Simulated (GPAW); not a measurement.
# Pb (Fm-3m) in GPAW: a series of runs

The runs below take Pb through relaxation of cell and atoms, with PW91, revPBE.

All numbers are computed with GPAW 26.7.0; they aren't measurements. Logs are shortened: lines on timing, memory, paths and dates and some standing lists are left out, and cuts for length are marked. The log counts tension as positive stress, the text compression.

**1. Starting point**

The structure is cubic, space group Fm-3m (No. 225). Conventional cell: a = 4.950 Å, b = 4.950 Å, c = 4.950 Å, α = 90.00°, β = 90.00°, γ = 90.00°. Pb (site symmetry m-3m) has 12 Pb at 3.50 Å as nearest neighbours.

**2. Relaxation of cell and atoms, PW91**

Contents of run.py:

```python
from ase.filters import FrechetCellFilter
from ase.io import read, write
from ase.optimize import BFGS
from gpaw import GPAW, PW, setup_paths

setup_paths.insert(0, '.')

atoms = read('POSCAR')

calc = GPAW(mode=PW(600),
            xc='GGA_X_PW91+GGA_C_PW91',
            kpts={'size': (9, 9, 9), 'gamma': True},
            occupations={'name': 'fermi-dirac', 'width': 0.05},
            nbands=14,
            convergence={'density': 1e-05, 'energy': 1e-05},
            maxiter=150,
            txt='gpaw.txt')
atoms.calc = calc
opt = BFGS(FrechetCellFilter(atoms), trajectory='relax.traj', logfile='-')
done = opt.run(fmax=0.02, steps=60)
calc.write('gs.gpw')
write('result.traj', atoms)
print('Converged:', done)
print('Cell:', atoms.cell.cellpar().round(4))
print('Volume:', round(atoms.get_volume(), 4))
print(atoms.get_scaled_positions().round(5))
```

Contents of POSCAR:

```
Pb
1.0
    0.0000000000      2.4750200000      2.4750200000
    2.4750200000      0.0000000000      2.4750200000
    2.4750200000      2.4750200000      0.0000000000
Pb
1
Direct
    0.0000000000      0.0000000000      0.0000000000
```

Potentials or basis: PAW data sets generated in the run's folder for this functional, pw.

The run is started by

```
$ gpaw-setup -f GGA_X_PW91+GGA_C_PW91 Pb
$ OMP_NUM_THREADS=1 python run.py
```

gpaw.txt:

```text
__  _  _
 | _ |_)|_||  |
 |__||  | ||/\| - 26.7.0

Input parameters:
  mode=PW(ecut=600.0),
  convergence={'density': 1e-05, 'energy': 1e-05},
  kpts=MonkhorstPack(size=(9, 9, 9), gamma=True),
  maxiter=150,
  nbands=14,
  occupations=Occupations(name='fermi-dirac', width=0.05),
  xc=XC(name='GGA_X_PW91+GGA_C_PW91')

Diagonalizing LCAO Hamiltonian
Converting LCAO to pw mode

       Pb

Atoms  # Å, Bohr magnetons
|   | symbol |        x |        y |        z |    initial magnetic moments |
|---|--------|----------|----------|----------|-----------------------------|
| 0 |     Pb | 0.000000 | 0.000000 | 0.000000 | ( 0.0000,  0.0000,  0.0000) |

Unit cell  # Å
| periodic |        x |        y |        z |  lengths |    angles |
|----------|----------|----------|----------|----------|-----------|
|      yes | 0.000000 | 2.475020 | 2.475020 | 3.500207 | 60.000000 |
|      yes | 2.475020 | 0.000000 | 2.475020 | 3.500207 | 60.000000 |
|      yes | 2.475020 | 2.475020 | 0.000000 | 3.500207 | 60.000000 |

Number of symmetries: 48
Symmetry operations  # r_c * U_cc + t_c -> r_c
|    | kind |            matrix            |
|----|------|------------------------------|
|  0 |  σ   |  1, 0, 0,  1, 0,-1,  1,-1, 0 |
|  1 |  C2  |  1, 0, 0,  1,-1, 0,  1, 0,-1 |
|  2 |  E   |  1, 0, 0,  0, 1, 0,  0, 0, 1 |
|  3 |  σ   |  1, 0, 0,  0, 0, 1,  0, 1, 0 |
|  4 |  C4  |  1, 0,-1,  1, 0, 0,  1,-1, 0 |
|  5 |  S6  |  1, 0,-1,  1,-1, 0,  1, 0, 0 |
|  6 |  σ   |  1, 0,-1,  0, 1,-1,  0, 0,-1 |
|  7 |  C3  |  1, 0,-1,  0, 0,-1,  0, 1,-1 |
|  8 |  S6  |  1,-1, 0,  1, 0, 0,  1, 0,-1 |
|  9 |  C4  |  1,-1, 0,  1, 0,-1,  1, 0, 0 |
| 10 |  C3  |  1,-1, 0,  0,-1, 1,  0,-1, 0 |
| 11 |  σ   |  1,-1, 0,  0,-1, 0,  0,-1, 1 |
| 12 |  σ   |  0, 1, 0,  1, 0, 0,  0, 0, 1 |
| 13 |  C4  |  0, 1, 0,  0, 1,-1, -1, 1, 0 |
| 14 |  C3  |  0, 1, 0,  0, 0, 1,  1, 0, 0 |
| 15 |  S6  |  0, 1, 0, -1, 1, 0,  0, 1,-1 |
| 16 |  C2  |  0, 1,-1,  1, 0,-1,  0, 0,-1 |
| 17 |  σ   |  0, 1,-1,  0, 1, 0, -1, 1, 0 |
| 18 |  S4  |  0, 1,-1,  0, 0,-1,  1, 0,-1 |
| 19 |  C4  |  0, 1,-1, -1, 1, 0,  0, 1, 0 |
| 20 |  C3  |  0, 0, 1,  1, 0, 0,  0, 1, 0 |
| 21 |  σ   |  0, 0, 1,  0, 1, 0,  1, 0, 0 |
| 22 |  S6  |  0, 0, 1,  0,-1, 1, -1, 0, 1 |
| 23 |  C4  |  0, 0, 1, -1, 0, 1,  0,-1, 1 |
| 24 |  S4  |  0, 0,-1,  1, 0,-1,  0, 1,-1 |
| 25 |  C3  |  0, 0,-1,  0, 1,-1,  1, 0,-1 |
| 26 |  C2  |  0, 0,-1,  0,-1, 0, -1, 0, 0 |
| 27 |  S6  |  0, 0,-1, -1, 0, 0,  0,-1, 0 |
| 28 |  S4  |  0,-1, 1,  1,-1, 0,  0,-1, 0 |
| 29 |  C4  |  0,-1, 1,  0, 0, 1, -1, 0, 1 |
| 30 |  C2  |  0,-1, 1,  0,-1, 0,  1,-1, 0 |
| 31 |  σ   |  0,-1, 1, -1, 0, 1,  0, 0, 1 |
| 32 |  C3  |  0,-1, 0,  1,-1, 0,  0,-1, 1 |
| 33 |  S6  |  0,-1, 0,  0, 0,-1, -1, 0, 0 |
| 34 |  S4  |  0,-1, 0,  0,-1, 1,  1,-1, 0 |
| 35 |  C2  |  0,-1, 0, -1, 0, 0,  0, 0,-1 |
| 36 |  C2  | -1, 1, 0,  0, 1, 0,  0, 1,-1 |
| 37 |  S6  | -1, 1, 0,  0, 1,-1,  0, 1, 0 |
| 38 |  S4  | -1, 1, 0, -1, 0, 1, -1, 0, 0 |
| 39 |  C3  | -1, 1, 0, -1, 0, 0, -1, 0, 1 |
| 40 |  S6  | -1, 0, 1,  0, 0, 1,  0,-1, 1 |
| 41 |  C2  | -1, 0, 1,  0,-1, 1,  0, 0, 1 |
| 42 |  C3  | -1, 0, 1, -1, 1, 0, -1, 0, 0 |
| 43 |  S4  | -1, 0, 1, -1, 0, 0, -1, 1, 0 |
| 44 |  C2  | -1, 0, 0,  0, 0,-1,  0,-1, 0 |
| 45 |  i   | -1, 0, 0,  0,-1, 0,  0, 0,-1 |
| 46 |  σ   | -1, 0, 0, -1, 1, 0, -1, 0, 1 |
| 47 |  C2  | -1, 0, 0, -1, 0, 1, -1, 1, 0 |
[... 137 lines left out ...]
Fermi level: 7.410
Eigenvalues  # (at kpt = [0.000, 0.000, 0.000])
| band index |      eig [eV] | occ [0-2] |
|------------|---------------|-----------|
|          0 |        -9.505 |     2.000 |
|          1 |        -9.505 |     2.000 |
|          2 |        -9.505 |     2.000 |
|          3 |        -9.365 |     2.000 |
|          4 |        -9.365 |     2.000 |
|          5 |        -4.148 |     2.000 |
|          6 |        14.910 |     0.000 |
|          7 |        14.910 |     0.000 |
|          8 |        14.910 |     0.000 |
|          9 |        17.456 |     0.000 |
|         10 |        19.047 |     0.000 |
|         11 |        20.059 |     0.000 |
|         12 |        20.059 |     0.000 |
|         13 |        20.059 |     0.000 |

No gap
No difference between direct/indirect transitions

Stress tensor  # eV/Ang^3
|         x |         y |         z |
|-----------|-----------|-----------|
| -0.011841 |  0.000000 |  0.000000 |
|  0.000000 | -0.011841 | -0.000000 |
|  0.000000 | -0.000000 | -0.011841 |

Forces  # eV/Ang
|        x |       y |       z |
|----------|---------|---------|
| -0.00000 | 0.00000 | 0.00000 |  # Pb   0

Interpolating wave functions to new cell

       Pb

Atoms  # Å, Bohr magnetons
|   | symbol |         x |        y |        z |    initial magnetic moments |
|---|--------|-----------|----------|----------|-----------------------------|
| 0 |     Pb | -0.000000 | 0.000000 | 0.000000 | ( 0.0000,  0.0000,  0.0000) |

Unit cell  # Å
| periodic |         x |        y |        z |  lengths |    angles |
|----------|-----------|----------|----------|----------|-----------|
|      yes | -0.000000 | 2.487748 | 2.487748 | 3.518207 | 60.000000 |
|      yes |  2.487748 | 0.000000 | 2.487748 | 3.518207 | 60.000000 |
|      yes |  2.487748 | 2.487748 | 0.000000 | 3.518207 | 60.000000 |

Number of symmetries: 48
Symmetry operations  # r_c * U_cc + t_c -> r_c
|    | kind |            matrix            |
|----|------|------------------------------|
|  0 |  σ   |  1, 0, 0,  1, 0,-1,  1,-1, 0 |
|  1 |  C2  |  1, 0, 0,  1,-1, 0,  1, 0,-1 |
|  2 |  E   |  1, 0, 0,  0, 1, 0,  0, 0, 1 |
|  3 |  σ   |  1, 0, 0,  0, 0, 1,  0, 1, 0 |
|  4 |  C4  |  1, 0,-1,  1, 0, 0,  1,-1, 0 |
|  5 |  S6  |  1, 0,-1,  1,-1, 0,  1, 0, 0 |
|  6 |  σ   |  1, 0,-1,  0, 1,-1,  0, 0,-1 |
|  7 |  C3  |  1, 0,-1,  0, 0,-1,  0, 1,-1 |
|  8 |  S6  |  1,-1, 0,  1, 0, 0,  1, 0,-1 |
|  9 |  C4  |  1,-1, 0,  1, 0,-1,  1, 0, 0 |
| 10 |  C3  |  1,-1, 0,  0,-1, 1,  0,-1, 0 |
| 11 |  σ   |  1,-1, 0,  0,-1, 0,  0,-1, 1 |
| 12 |  σ   |  0, 1, 0,  1, 0, 0,  0, 0, 1 |
| 13 |  C4  |  0, 1, 0,  0, 1,-1, -1, 1, 0 |
| 14 |  C3  |  0, 1, 0,  0, 0, 1,  1, 0, 0 |
| 15 |  S6  |  0, 1, 0, -1, 1, 0,  0, 1,-1 |
| 16 |  C2  |  0, 1,-1,  1, 0,-1,  0, 0,-1 |
| 17 |  σ   |  0, 1,-1,  0, 1, 0, -1, 1, 0 |
| 18 |  S4  |  0, 1,-1,  0, 0,-1,  1, 0,-1 |
| 19 |  C4  |  0, 1,-1, -1, 1, 0,  0, 1, 0 |
| 20 |  C3  |  0, 0, 1,  1, 0, 0,  0, 1, 0 |
| 21 |  σ   |  0, 0, 1,  0, 1, 0,  1, 0, 0 |
| 22 |  S6  |  0, 0, 1,  0,-1, 1, -1, 0, 1 |
| 23 |  C4  |  0, 0, 1, -1, 0, 1,  0,-1, 1 |
| 24 |  S4  |  0, 0,-1,  1, 0,-1,  0, 1,-1 |
| 25 |  C3  |  0, 0,-1,  0, 1,-1,  1, 0,-1 |
| 26 |  C2  |  0, 0,-1,  0,-1, 0, -1, 0, 0 |
| 27 |  S6  |  0, 0,-1, -1, 0, 0,  0,-1, 0 |
| 28 |  S4  |  0,-1, 1,  1,-1, 0,  0,-1, 0 |
| 29 |  C4  |  0,-1, 1,  0, 0, 1, -1, 0, 1 |
| 30 |  C2  |  0,-1, 1,  0,-1, 0,  1,-1, 0 |
| 31 |  σ   |  0,-1, 1, -1, 0, 1,  0, 0, 1 |
| 32 |  C3  |  0,-1, 0,  1,-1, 0,  0,-1, 1 |
| 33 |  S6  |  0,-1, 0,  0, 0,-1, -1, 0, 0 |
| 34 |  S4  |  0,-1, 0,  0,-1, 1,  1,-1, 0 |
| 35 |  C2  |  0,-1, 0, -1, 0, 0,  0, 0,-1 |
| 36 |  C2  | -1, 1, 0,  0, 1, 0,  0, 1,-1 |
| 37 |  S6  | -1, 1, 0,  0, 1,-1,  0, 1, 0 |
| 38 |  S4  | -1, 1, 0, -1, 0, 1, -1, 0, 0 |
| 39 |  C3  | -1, 1, 0, -1, 0, 0, -1, 0, 1 |
| 40 |  S6  | -1, 0, 1,  0, 0, 1,  0,-1, 1 |
| 41 |  C2  | -1, 0, 1,  0,-1, 1,  0, 0, 1 |
| 42 |  C3  | -1, 0, 1, -1, 1, 0, -1, 0, 0 |
| 43 |  S4  | -1, 0, 1, -1, 0, 0, -1, 1, 0 |
| 44 |  C2  | -1, 0, 0,  0, 0,-1,  0,-1, 0 |
| 45 |  i   | -1, 0, 0,  0,-1, 0,  0, 0,-1 |
| 46 |  σ   | -1, 0, 0, -1, 1, 0, -1, 0, 1 |
| 47 |  C2  | -1, 0, 0, -1, 0, 1, -1, 1, 0 |
[... 137 lines left out ...]
Fermi level: 7.240
Eigenvalues  # (at kpt = [0.000, 0.000, 0.000])
| band index |      eig [eV] | occ [0-2] |
|------------|---------------|-----------|
|          0 |        -9.671 |     2.000 |
|          1 |        -9.671 |     2.000 |
|          2 |        -9.671 |     2.000 |
|          3 |        -9.537 |     2.000 |
|          4 |        -9.537 |     2.000 |
|          5 |        -4.221 |     2.000 |
|          6 |        14.611 |     0.000 |
|          7 |        14.611 |     0.000 |
|          8 |        14.611 |     0.000 |
|          9 |        17.267 |     0.000 |
|         10 |        18.674 |     0.000 |
|         11 |        19.770 |     0.000 |
|         12 |        19.770 |     0.000 |
|         13 |        19.770 |     0.000 |

No gap
No difference between direct/indirect transitions

Stress tensor  # eV/Ang^3
|         x |         y |         z |
|-----------|-----------|-----------|
| -0.007133 |  0.000000 | -0.000000 |
|  0.000000 | -0.007133 |  0.000000 |
| -0.000000 |  0.000000 | -0.007133 |

Forces  # eV/Ang
|       x |        y |        z |
|---------|----------|----------|
| 0.00000 | -0.00000 | -0.00000 |  # Pb   0

Interpolating wave functions to new cell

       Pb

Atoms  # Å, Bohr magnetons
|   | symbol |         x |         y |        z |    initial magnetic moments |
|---|--------|-----------|-----------|----------|-----------------------------|
| 0 |     Pb | -0.000000 | -0.000000 | 0.000000 | ( 0.0000,  0.0000,  0.0000) |

Unit cell  # Å
| periodic |        x |        y |         z |  lengths |    angles |
|----------|----------|----------|-----------|----------|-----------|
|      yes | 0.000000 | 2.507936 |  2.507936 | 3.546757 | 60.000000 |
|      yes | 2.507936 | 0.000000 |  2.507936 | 3.546757 | 60.000000 |
|      yes | 2.507936 | 2.507936 | -0.000000 | 3.546757 | 60.000000 |

Number of symmetries: 48
Symmetry operations  # r_c * U_cc + t_c -> r_c
|    | kind |            matrix            |
|----|------|------------------------------|
|  0 |  σ   |  1, 0, 0,  1, 0,-1,  1,-1, 0 |
|  1 |  C2  |  1, 0, 0,  1,-1, 0,  1, 0,-1 |
|  2 |  E   |  1, 0, 0,  0, 1, 0,  0, 0, 1 |
|  3 |  σ   |  1, 0, 0,  0, 0, 1,  0, 1, 0 |
|  4 |  C4  |  1, 0,-1,  1, 0, 0,  1,-1, 0 |
|  5 |  S6  |  1, 0,-1,  1,-1, 0,  1, 0, 0 |
|  6 |  σ   |  1, 0,-1,  0, 1,-1,  0, 0,-1 |
|  7 |  C3  |  1, 0,-1,  0, 0,-1,  0, 1,-1 |
|  8 |  S6  |  1,-1, 0,  1, 0, 0,  1, 0,-1 |
|  9 |  C4  |  1,-1, 0,  1, 0,-1,  1, 0, 0 |
| 10 |  C3  |  1,-1, 0,  0,-1, 1,  0,-1, 0 |
| 11 |  σ   |  1,-1, 0,  0,-1, 0,  0,-1, 1 |
| 12 |  σ   |  0, 1, 0,  1, 0, 0,  0, 0, 1 |
| 13 |  C4  |  0, 1, 0,  0, 1,-1, -1, 1, 0 |
| 14 |  C3  |  0, 1, 0,  0, 0, 1,  1, 0, 0 |
| 15 |  S6  |  0, 1, 0, -1, 1, 0,  0, 1,-1 |
| 16 |  C2  |  0, 1,-1,  1, 0,-1,  0, 0,-1 |
| 17 |  σ   |  0, 1,-1,  0, 1, 0, -1, 1, 0 |
| 18 |  S4  |  0, 1,-1,  0, 0,-1,  1, 0,-1 |
| 19 |  C4  |  0, 1,-1, -1, 1, 0,  0, 1, 0 |
| 20 |  C3  |  0, 0, 1,  1, 0, 0,  0, 1, 0 |
| 21 |  σ   |  0, 0, 1,  0, 1, 0,  1, 0, 0 |
| 22 |  S6  |  0, 0, 1,  0,-1, 1, -1, 0, 1 |
| 23 |  C4  |  0, 0, 1, -1, 0, 1,  0,-1, 1 |
| 24 |  S4  |  0, 0,-1,  1, 0,-1,  0, 1,-1 |
| 25 |  C3  |  0, 0,-1,  0, 1,-1,  1, 0,-1 |
| 26 |  C2  |  0, 0,-1,  0,-1, 0, -1, 0, 0 |
| 27 |  S6  |  0, 0,-1, -1, 0, 0,  0,-1, 0 |
| 28 |  S4  |  0,-1, 1,  1,-1, 0,  0,-1, 0 |
| 29 |  C4  |  0,-1, 1,  0, 0, 1, -1, 0, 1 |
| 30 |  C2  |  0,-1, 1,  0,-1, 0,  1,-1, 0 |
| 31 |  σ   |  0,-1, 1, -1, 0, 1,  0, 0, 1 |
| 32 |  C3  |  0,-1, 0,  1,-1, 0,  0,-1, 1 |
| 33 |  S6  |  0,-1, 0,  0, 0,-1, -1, 0, 0 |
| 34 |  S4  |  0,-1, 0,  0,-1, 1,  1,-1, 0 |
| 35 |  C2  |  0,-1, 0, -1, 0, 0,  0, 0,-1 |
| 36 |  C2  | -1, 1, 0,  0, 1, 0,  0, 1,-1 |
| 37 |  S6  | -1, 1, 0,  0, 1,-1,  0, 1, 0 |
| 38 |  S4  | -1, 1, 0, -1, 0, 1, -1, 0, 0 |
| 39 |  C3  | -1, 1, 0, -1, 0, 0, -1, 0, 1 |
| 40 |  S6  | -1, 0, 1,  0, 0, 1,  0,-1, 1 |
| 41 |  C2  | -1, 0, 1,  0,-1, 1,  0, 0, 1 |
| 42 |  C3  | -1, 0, 1, -1, 1, 0, -1, 0, 0 |
| 43 |  S4  | -1, 0, 1, -1, 0, 0, -1, 1, 0 |
| 44 |  C2  | -1, 0, 0,  0, 0,-1,  0,-1, 0 |
| 45 |  i   | -1, 0, 0,  0,-1, 0,  0, 0,-1 |
| 46 |  σ   | -1, 0, 0, -1, 1, 0, -1, 0, 1 |
| 47 |  C2  | -1, 0, 0, -1, 0, 1, -1, 1, 0 |
[... 137 lines left out ...]
Fermi level: 6.974
Eigenvalues  # (at kpt = [0.000, 0.000, 0.000])
| band index |      eig [eV] | occ [0-2] |
|------------|---------------|-----------|
|          0 |        -9.929 |     2.000 |
|          1 |        -9.929 |     2.000 |
|          2 |        -9.929 |     2.000 |
|          3 |        -9.804 |     2.000 |
|          4 |        -9.804 |     2.000 |
|          5 |        -4.336 |     2.000 |
|          6 |        14.148 |     0.000 |
|          7 |        14.148 |     0.000 |
|          8 |        14.148 |     0.000 |
|          9 |        16.974 |     0.000 |
|         10 |        18.094 |     0.000 |
|         11 |        19.323 |     0.000 |
|         12 |        19.323 |     0.000 |
|         13 |        19.323 |     0.000 |

No gap
No difference between direct/indirect transitions

Stress tensor  # eV/Ang^3
|         x |         y |         z |
|-----------|-----------|-----------|
| -0.000422 | -0.000000 | -0.000000 |
| -0.000000 | -0.000422 |  0.000000 |
| -0.000000 |  0.000000 | -0.000422 |

Forces  # eV/Ang
|       x |       y |       z |
|---------|---------|---------|
| 0.00000 | 0.00000 | 0.00000 |  # Pb   0

# Writing to gs.gpw (mode='')
```

It took 23 s on 1 thread of Arm Neoverse V2, shared host; peak memory 0.16 GiB.

Results:

* Free energy: -3.8620 eV
* Relaxed volume: 31.55 Å³/atom
* Relaxed cell: a = 3.547 Å, b = 3.547 Å, c = 3.547 Å, α = 60.00°, β = 60.00°, γ = 60.00°
* Space group after relaxing (to 0.05 Å): Fm-3m (No. 225)
* Energy gained by relaxing: 7.2 meV/atom
* Ionic steps: 3
* Pressure after relaxing: 0.1 GPa
* Band gap on the k mesh: none (metal or under the smearing width)

Step by step:
```tsv
step	energy change (eV)	largest force (eV/Å)	pressure (GPa)	volume (Å³)
1	0.0000	0.0000	1.90	30.32
2	-0.0044	0.0000	1.14	30.79
3	-0.0072	0.0000	0.07	31.55
```

Final structure:
```
CELL_PARAMETERS angstrom
0.00000 2.50794 2.50794
2.50794 0.00000 2.50794
2.50794 2.50794 0.00000
ATOMIC_POSITIONS crystal
Pb 0.00000 0.00000 0.00000
```

Levels at points of the mesh, in eV from the Fermi level:
| k point | band 4 | band 5 | band 6 | band 7 | band 8 | band 9 | band 10 |
| --- | --- | --- | --- | --- | --- | --- | --- |
| (0.00, 0.00, 0.00) | -16.78 | -16.78 | -11.31 | 7.17 | 7.17 | 7.17 | 10.00 |

Caveat: later steps reuse the first step's grids.

**3. Relaxation of cell and atoms, revPBE**

run.py: that of step 2 with these lines changed.

```diff
@@ -3,5 +3,3 @@
 from ase.optimize import BFGS
-from gpaw import GPAW, PW, setup_paths
-
-setup_paths.insert(0, '.')
+from gpaw import GPAW, PW
 
@@ -10,3 +8,3 @@
 calc = GPAW(mode=PW(600),
-            xc='GGA_X_PW91+GGA_C_PW91',
+            xc='revPBE',
             kpts={'size': (9, 9, 9), 'gamma': True},
```

POSCAR is that of step 2.

Potentials or basis: the program's PAW data sets (release 1.2.1) made for this functional, pw.

The run is started by

```
$ OMP_NUM_THREADS=1 python run.py
```

It took 30 s on 1 thread of Arm Neoverse V2, shared host; peak memory 0.18 GiB.

It converged, with:

```
Free energy                            : -3.5138 eV
Relaxed volume                         : 32.56 Å³/atom
Relaxed cell                           : a = 3.584 Å, b = 3.584 Å, c = 3.584 Å, α = 60.00°, β = 60.00°, γ = 60.00°
Space group after relaxing (to 0.05 Å) : Fm-3m (No. 225)
Energy gained by relaxing              : 20.5 meV/atom
Ionic steps                            : 4
Pressure after relaxing                : 0.0 GPa
Band gap on the k mesh                 : none (metal or under the smearing width)
```

Step by step:
| step | energy change (eV) | largest force (eV/Å) | pressure (GPa) | volume (Å³) |
| --- | --- | --- | --- | --- |
| 1 | 0.0000 | 0.0000 | 3.16 | 30.32 |
| 2 | -0.0123 | 0.0000 | 1.89 | 31.11 |
| 3 | -0.0204 | 0.0000 | 0.19 | 32.41 |
| 4 | -0.0205 | 0.0000 | 0.01 | 32.56 |

Final structure:
```
Pb
1.0
     0.00000    2.53450    2.53450
     2.53450    0.00000    2.53450
     2.53450    2.53450    0.00000
Pb
1
Direct
  0.00000 0.00000 0.00000
```

Levels at points of the mesh, in eV from the Fermi level:
| k point | band 3 | band 4 | band 5 | band 6 | band 7 | band 8 | band 9 | band 10 |
| --- | --- | --- | --- | --- | --- | --- | --- | --- |
| (0.00, 0.00, 0.00) | -16.94 | -16.83 | -16.83 | -11.10 | 6.98 | 6.98 | 6.98 | 9.88 |

Caveat: later steps reuse the first step's grids. The run has no spin-orbit coupling, so splittings on Pb are missing.

**4. How close it comes**

Step 2. The cell as given is a measured one (30.32 Å³/atom); PW91 puts the equilibrium volume +4.0 % from it, thermal expansion not counted.

Step 3. The cell as given is a measured one (30.32 Å³/atom); revPBE puts the equilibrium volume +7.4 % from it, thermal expansion not counted.
